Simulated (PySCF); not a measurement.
Two species compared at the same levels of theory.

First species: C₅H₃N₂P.
SMILES: `N#Cc1cnccp1`

Second species: Phenol, C₆H₆O.
Bonds: O1–C2, C2–C3 (aromatic), C3–C4 (aromatic), C4–C5 (aromatic), C5–C6 (aromatic), C6–C7 (aromatic), C2–C7 (aromatic). Hydrogens: H8 on O1; H9 on C3; H10 on C4; H11 on C5; H12 on C6; H13 on C7.

Levels: wB97X-D/def2-SVPD for dipole moment, HOMO energy, LUMO energy, HOMO–LUMO gap, static isotropic polarisability and electronic spatial extent ⟨r²⟩ about the centre of nuclear charge; TDDFT wB97X-D/def2-SVPD for lowest singlet excitation; TDA wB97X-D/def2-SVPD for lowest triplet excitation (Tamm–Dancoff); GFN2-xTB for rotational constant A and rotational constant C. Geometries: GFN2-xTB. Each species is one conformer at its optimised geometry, gas phase, non-relativistic unless stated; the electronic structure was computed with PySCF and density fitting.

Dipoles, sizes and rotational constants follow the conformer. The torsions of the flexible species, by atom-mapped SMILES:
- `[OH:1][c:2]1[cH:3][cH:4][cH:5][cH:6][cH:7]1`: H–O1–C2–C3 180°

Values for the first species:

- Dipole moment: 4.38 D
- HOMO energy: -10.03 eV
- LUMO energy: -1.36 eV
- HOMO–LUMO gap: 8.67 eV
- Lowest singlet excitation: 4.01 eV
- Lowest triplet excitation (Tamm–Dancoff): 3.29 eV
- Static isotropic polarisability: 90.9 au
- Electronic spatial extent ⟨r²⟩ about the centre of nuclear charge: 1014 bohr²
- Rotational constant A: 3.660 GHz
- Rotational constant C: 1.064 GHz

Question: Estimate the same properties for the second species, and the change in each.

Answer: 
| property | first | second | second less first |
| --- | --- | --- | --- |
| dipole moment | 4.38 D | 1.32 D | -3.06 D |
| HOMO energy | -10.03 eV | -8.37 eV | +1.66 eV |
| LUMO energy | -1.36 eV | 1.45 eV | +2.81 eV |
| HOMO–LUMO gap | 8.67 eV | 9.82 eV | +1.15 eV |
| lowest singlet excitation | 4.01 eV | 5.27 eV | +1.26 eV |
| lowest triplet excitation (Tamm–Dancoff) | 3.29 eV | 4.22 eV | +0.93 eV |
| static isotropic polarisability | 90.9 au | 71.6 au | -19.3 au |
| electronic spatial extent ⟨r²⟩ about the centre of nuclear charge | 1014 bohr² | 660 bohr² | -354 bohr² |
| rotational constant A | 3.660 GHz | 5.730 GHz | +2.070 GHz |
| rotational constant C | 1.064 GHz | 1.811 GHz | +0.747 GHz |

On the first: The dipole equals about 14.6 × 10⁻³⁰ C·m (1 D = 3.33564 × 10⁻³⁰ C·m).

On the second: The polarisability is 10.61 Å³ as a volume (1 au = 0.148185 Å³), or 1.43 au for each of the 50 electrons. No computed singlet falls in the visible range (750 to 380 nm, 1.65 to 3.26 eV); S1 lies 2.01 eV above its blue end.
